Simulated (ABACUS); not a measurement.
# BN (P6_3mc) in ABACUS: notebook

The runs below take BN through single point, relaxation of cell and atoms, with PBE.

Program: ABACUS 3.10.1. These are calculated values, not measurements. Logs are shortened: lines on timing, memory, paths and dates and some standing lists are left out, and cuts for length are marked.

**1. The crystal as given**

The structure is hexagonal, space group P6_3mc (No. 186). Conventional cell: a = 2.554 Å, b = 2.554 Å, c = 4.227 Å, α = 90.00°, β = 90.00°, γ = 120.00°. N (site symmetry 3m) is surrounded by 4 B at 1.57 to 1.58 Å. B (site symmetry 3m) has 4 N at 1.57 to 1.58 Å as nearest neighbours.

Measurements of this composition are mostly on another form, of space group No. 194.

**2. Single point, PBE**

Input file INPUT:

```
INPUT_PARAMETERS
suffix              BN
calculation         scf
basis_type          lcao
pseudo_dir          ./
orbital_dir         ./
symmetry            1
dft_functional      pbe
ecutwfc             100
pseudo_rcut         10
nspin               1
nbands              12
ks_solver           genelpa
smearing_method     fd
smearing_sigma      0.00367493
scf_thr             1e-07
scf_nmax            100
mixing_type         broyden
mixing_beta         0.7
cal_force           1
cal_stress          1
out_mul             1
```

Input file STRU:

```
ATOMIC_SPECIES
N 14.0070 N.upf
B 10.8100 B.upf

NUMERICAL_ORBITAL
N_confined-atom_6au_1s1p.orb
B_confined-atom_7au_1s1p.orb

LATTICE_CONSTANT
1.8897261246

LATTICE_VECTORS
2.5539396017 0.0000000000 0.0000000000
-1.2769698009 2.2117765748 0.0000000000
0.0000000000 0.0000000000 4.2268550000

ATOMIC_POSITIONS
Direct

N
0.0
2
0.3333333333 0.6666666667 0.1252760000 1 1 1
0.6666666667 0.3333333333 0.6252760000 1 1 1

B
0.0
2
0.3333333333 0.6666666667 0.4997240000 1 1 1
0.6666666667 0.3333333333 0.9997240000 1 1 1
```

Input file KPT:

```
K_POINTS
0
Gamma
12 12 6 0 0 0
```

Potentials or basis: PseudoDojo NC SR 0.4.1 PBE standard, SZ LCAO (the cutoffs set its grid).

Launch:

```
OMP_NUM_THREADS=1 mpirun -np 4 abacus > log
```

running log:

```text
ABACUS v3.10.1

               Atomic-orbital Based Ab-initio Computation at UStc

 ------------------------------------------------------------------------------------

 READING GENERAL INFORMATION
                           global_out_dir = OUT.BN/
                           global_in_card = INPUT
                               pseudo_dir = ./
                              orbital_dir = ./
                                    DSIZE = 4
                                    GSIZE = 1
[... 5 lines left out ...]

 READING ATOM TYPE 1
                               atom label = N
                      L=0, number of zeta = 1
                      L=1, number of zeta = 1
             number of atom for this type = 2

 READING ATOM TYPE 2
                               atom label = B
                      L=0, number of zeta = 1
                      L=1, number of zeta = 1
             number of atom for this type = 2

                        TOTAL ATOM NUMBER = 4
DIRECT COORDINATES
    atom                   x                   y                   z     mag                  vx                  vy                  vz
taud_N1            0.3333333333        0.6666666667        0.1252760000  0.0000        0.0000000000        0.0000000000        0.0000000000
taud_N2            0.6666666667        0.3333333333        0.6252760000  0.0000        0.0000000000        0.0000000000        0.0000000000
taud_B1            0.3333333333        0.6666666667        0.4997240000  0.0000        0.0000000000        0.0000000000        0.0000000000
taud_B2            0.6666666667        0.3333333333        0.9997240000  0.0000        0.0000000000        0.0000000000        0.0000000000

                          Volume (Bohr^3) = 161.126
                             Volume (A^3) = 23.8764

 Lattice vectors: (Cartesian coordinate: in unit of a_0)
             +2.55394                  +0                  +0
             -1.27697            +2.21178                  +0
                   +0                  +0            +4.22685
 Reciprocal vectors: (Cartesian coordinate: in unit of 2 pi/a_0)
            +0.391552           +0.226063                  -0
                   -0           +0.452125                  -0
                   +0                  -0           +0.236583
 The esolver type has been set to : ksdft_lcao

                PAO radial cut off (Bohr) = 10

 Read in pseudopotential file is N.upf
                     pseudopotential type = NC
          exchange-correlation functional = PBE
                 nonlocal core correction = 1
                        valence electrons = 5
                                     lmax = 1
                           number of zeta = 2
                     number of projectors = 4
                           L of projector = 0
                           L of projector = 0
                           L of projector = 1
                           L of projector = 1
                PAO radial cut off (Bohr) = 10

 Read in pseudopotential file is B.upf
                     pseudopotential type = NC
          exchange-correlation functional = PBE
                 nonlocal core correction = 1
                        valence electrons = 3
                                     lmax = 1
                           number of zeta = 2
                     number of projectors = 4
                           L of projector = 0
                           L of projector = 0
                           L of projector = 1
                           L of projector = 1
     initial pseudo atomic orbital number = 16

 SETUP THE ELECTRONS NUMBER
             electron number of element N = 5
       total electron number of element N = 10
             electron number of element B = 3
       total electron number of element B = 6
            AUTOSET number of electrons:  = 16
                           occupied bands = 8
                                   NLOCAL = 16
                                   NBANDS = 12
                                   NBANDS = 12
                                   NLOCAL = 16

 SETUP THE PLANE WAVE BASIS
 energy cutoff for charge/potential (unit:Ry) = 400
            fft grid for charge/potential = [ 32, 32, 54 ]
                        fft grid division = [ 4, 4, 2 ]
        big fft grid for charge/potential = [ 8, 8, 27 ]
                                     nbxx = 448
                                     nrxx = 14336

[... 79 lines left out ...]
(for k-lattice: )
                             BRAVAIS TYPE = 4
                     BRAVAIS LATTICE NAME = 04. Hexagonal cell
                                    ibrav = 4
                       right hand lattice = 1
                        ROTATION MATRICES = 24
                               nkstot_ibz = 76
K-POINTS REDUCTION ACCORDING TO SYMMETRY
     IBZ    DIRECT_X    DIRECT_Y    DIRECT_Z  WEIGHT  ibz2bz
       1  0.00000000  0.00000000  0.00000000  0.0012       0
       2 -0.08333333  0.08333333  0.00000000  0.0069       1
       3 -0.16666667  0.16666667  0.00000000  0.0069       2
       4 -0.25000000  0.25000000  0.00000000  0.0069       3
       5 -0.33333333  0.33333333  0.00000000  0.0069       4
       6 -0.41666667  0.41666667  0.00000000  0.0069       5
[... 22 lines left out ...]
      29 -0.25000000  0.33333333  0.16666667  0.0278     159
      30 -0.33333333  0.41666667  0.16666667  0.0278     160
[... 46 further k points ...]

                               nkstot now = 76
[... K-POINTS DIRECT COORDINATES: 76 rows ...]

           k-point number in this process = 76
       minimum distributed K point number = 76
[... stars of the k points ...]

[... K-POINTS CARTESIAN COORDINATES: 76 rows ...]

[... K-POINTS DIRECT COORDINATES: 76 rows ...]

 SETUP PLANE WAVES FOR WAVE FUNCTIONS
     energy cutoff for wavefunc (unit:Ry) = 100
              fft grid for wave functions = [ 32, 32, 54 ]
                    number of plane waves = 3983
                         number of sticks = 211

 PARALLEL PW FOR WAVE FUNCTIONS
     PROC   COLUMNS(POT)             PW
        1             52            996
        2             50            996
        3             57            995
        4             52            996
 --------------- sum -------------------
        4            211           3983

 SET NONLOCAL PSEUDOPOTENTIAL PROJECTORS
 SET NONLOCAL PSEUDOPOTENTIAL PROJECTORS
 max number of nonlocal projetors among all species is 4

 -------------------------------------------
 SELF-CONSISTENT
 -------------------------------------------

 SETUP SEARCHING RADIUS FOR PROGRAM TO SEARCH ADJACENT ATOMS
                  longest orb rcut (Bohr) = 7
   longest nonlocal projector rcut (Bohr) = 1.38
                     search radius (Bohr) = 16.8
              searching radius is (Bohr)) = 16.8
         searching radius unit is (Bohr)) = 1.89
                         PeriodicBoundary = 1
                        Radius(unit:lat0) = 8.87
                                   glayer = [ 6, 6, 4 ]
                             glayer_minus = [ 5, 5, 3 ]

Find the coordinate range of the input atom(unit:lat0).
                                  min_tau = [ -19.2, -10.3, -12.2 ]
                                  max_tau = [ 20.4, 12.5, 16.9 ]
                                BoxNumber = [ 11, 11, 7 ]

 SETUP EXTENDED REAL SPACE GRID FOR GRID INTEGRATION
                          real space grid = [ 32, 32, 54 ]
                 big cell numbers in grid = [ 8, 8, 27 ]
             meshcell numbers in big cell = [ 4, 4, 2 ]
                        extended fft grid = [ 14, 14, 24 ]
                dimension of extened grid = [ 37, 37, 76 ]
                            UnitCellTotal = 75
              Atom number in sub-FFT-grid = 4
    Local orbitals number in sub-FFT-grid = 16
                                ParaV.nnr = 4112
                                 init_chg = atomic

 LCAO ALGORITHM --------------- ION=   1  ELEC=   1--------------------------------

 Density error is 0.148225107504
----------------------------------------------------------
     Energy           Rydberg                 eV
----------------------------------------------------------
 E_KohnSham     -53.2927341398       -725.0848463006
 E_Harris       -51.5744912600       -701.7069525872
 E_Fermi        1.2435148039         16.9188868804
----------------------------------------------------------
[... 80 lines left out ...]
 Density error is 3.08382350687e-08
----------------------------------------------------------
     Energy           Rydberg                 eV
----------------------------------------------------------
 E_KohnSham     -53.3782097488       -726.2478016230
 E_KS(sigma->0) -53.3782097488       -726.2478016230
 E_Harris       -53.3782101591       -726.2478072056
 E_band         3.6238767259         49.3053723215
 E_one_elec     9.4749600723         128.9134453052
 E_Hartree      6.8965875790         93.8328878303
 E_xc           -17.3208632524       -235.6624345108
 E_Ewald        -52.4288941477       -713.3317002478
 E_entropy(-TS) 0.0000000000         0.0000000000
 E_descf        0.0000000000         0.0000000000
 E_exx          0.0000000000         0.0000000000
 E_Fermi        1.3236872618         18.0096891308
----------------------------------------------------------

 charge density convergence is achieved
 final etot is -726.24780162 eV
 EFERMI = 18.009689131 eV

 STATE ENERGY(eV) AND OCCUPATIONS    NSPIN == 1
 1/76 kpoint (Cartesian) = 0.0000 0.0000 0.0000 (684 pws)
       1       -9.12792     0.00231481
       2       -5.04424     0.00231481
       3       0.464377     0.00231481
       4        8.86950     0.00231481
       5        8.86950     0.00231481
       6        10.8585     0.00231481
       7        11.1531     0.00231481
       8        11.1531     0.00231481
       9        20.1485    6.12948e-22
      10        20.1485    6.12948e-22
      11        20.2436    9.14314e-23
      12        22.2001    9.27838e-40
[... 57 lines left out ...]
 6/76 kpoint (Cartesian) = -0.16315 0.094193 0.0000 (690 pws)
       1       -5.76536      0.0138889
       2       -3.56336      0.0138889
       3        1.96275      0.0138889
       4        3.45733      0.0138889
       5        4.13087      0.0138889
       6        6.13904      0.0138889
       7        7.28114      0.0138889
       8        8.97867      0.0138889
       9        20.7021    5.71565e-26
      10        21.7570    3.92908e-35
      11        23.3096    1.28363e-48
      12        24.1460    6.96654e-56

[... levels at 70 further k points ...]

 correction force for each atom along direction 1 is 0.00536349
 correction force for each atom along direction 2 is -0.00424080
 correction force for each atom along direction 3 is 1.36448e-07
------------------------------------------------------------------------------------------
 TOTAL-FORCE (eV/Angstrom)
------------------------------------------------------------------------------------------
                        N1         0.0000000000         0.0000000000         0.1941448971
                        N2         0.0000000000         0.0000000000         0.1941448971
                        B1         0.0000000000         0.0000000000        -0.1941448971
                        B2         0.0000000000         0.0000000000        -0.1941448971
------------------------------------------------------------------------------------------

----------------------------------------------------------------
 TOTAL-STRESS (KBAR)
----------------------------------------------------------------
       200.8937591052         0.0000000045         0.0000000000
         0.0000000045       200.8937591058         0.0000000000
         0.0000000000        -0.0000000000       190.8277965806
----------------------------------------------------------------
 TOTAL-PRESSURE: 197.538438 KBAR

 --------------------------------------------
 !FINAL_ETOT_IS -726.2478016229978266 eV
 --------------------------------------------
```

Run time: 9.6 s. Hardware: 4 MPI ranks of Intel Xeon at 2.50GHz (Skylake/Cascade Lake), shared host; peak memory 0.36 GiB.

These settings aren't checked as converged: the numbers below hold their error.

What came out:

```
Free energy            : -726.2478 eV
Pressure               : 19.8 GPa
Largest force          : 0.194 eV/Å
Band gap on the k mesh : 8.67 eV, indirect (least direct gap 9.00 eV)
Mulliken charges       : N -0.54; B +0.54 e
```

Caveat: the atomic orbitals were generated for these runs and aren't a published set; Mulliken charges move with the basis; the basis of atomic orbitals isn't converged, which shifts pressures, moduli and gaps.

[end of part 1 of 2]
